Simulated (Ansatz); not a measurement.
Write the native input for Ansatz 0.2.0 that does the following.

- Task: relaxation of cell and atoms
- Functional: PBEsol
- Dispersion: D3(BJ)
- Potentials or basis: Ansatz PAW
- Cutoff: 420 eV (not typed: the program's choice for these potentials)
- k mesh: 10 × 10 × 10
- Occupations: fermi-dirac, width 0.05 eV
- Spin: no spin polarisation

The system is BP.

```
CELL_PARAMETERS angstrom
0.00000 2.26900 2.26900
2.26900 0.00000 2.26900
2.26900 2.26900 0.00000
ATOMIC_POSITIONS crystal
P 0.75000 0.75000 0.75000
B 0.00000 0.00000 0.00000
```

One way to write it, as run:

input.yaml

```yaml
crystal:
  lattice:
    - [0.0, 2.269, 2.269]
    - [2.269, 0.0, 2.269]
    - [2.269, 2.269, 0.0]
  atoms:
    - { symbol: P, position: [0.75, 0.75, 0.75] }
    - { symbol: B, position: [0.0, 0.0, 0.0] }
hamiltonian:
  xc: pbesol
  pseudopotentials: { kind: paw }
  dispersion: d3bj
kpoints:
  mp_grid: { grid: [10, 10, 10] }
scf:
  occupations: { method: fermi_dirac, width: 0.05 }
output:
  forces: true
  stress: true
  write_density: true
  write_potential: true
  elf: true
  volumetric_format: npy
relax:
  f_tol: 0.01
  max_steps: 40
  cell: { stress_tol: 0.05 }
```

Potentials or basis: Ansatz PAW.

Run with:

```console
$ ansatz run input.yaml --threads 2 --pin off --max-ram 5120MiB --backend cpu --events-out ev --progress --plain --runs-dir out
```

Results of the run:

* Relaxed volume: 11.31 Å³/atom
* Relaxed cell: a = 3.174 Å, b = 3.174 Å, c = 3.174 Å, α = 60.00°, β = 60.00°, γ = 60.00°
* Space group after relaxing (to 0.05 Å): F-43m (No. 216)
* Energy gained by relaxing: 6.6 meV/atom
* Ionic steps: 5
* Pressure after relaxing: 0.0 GPa
* Band gap on the k mesh: 1.09 eV, indirect (least direct gap 3.41 eV)

Caveat: the plane-wave basis is chosen anew once the cell has moved, so the energies of steps on either side of that aren't comparable; the PAW data sets come from PBE, with cores solved anew for the run's functional, which leaves a small shift of forces and pressure.

It took 2.2 s on 2 threads of INTEL(R) XEON(R) PLATINUM 8581C CPU @ 2.10GHz (Emerald Rapids), on a shared host, peak memory 0.37 GiB.
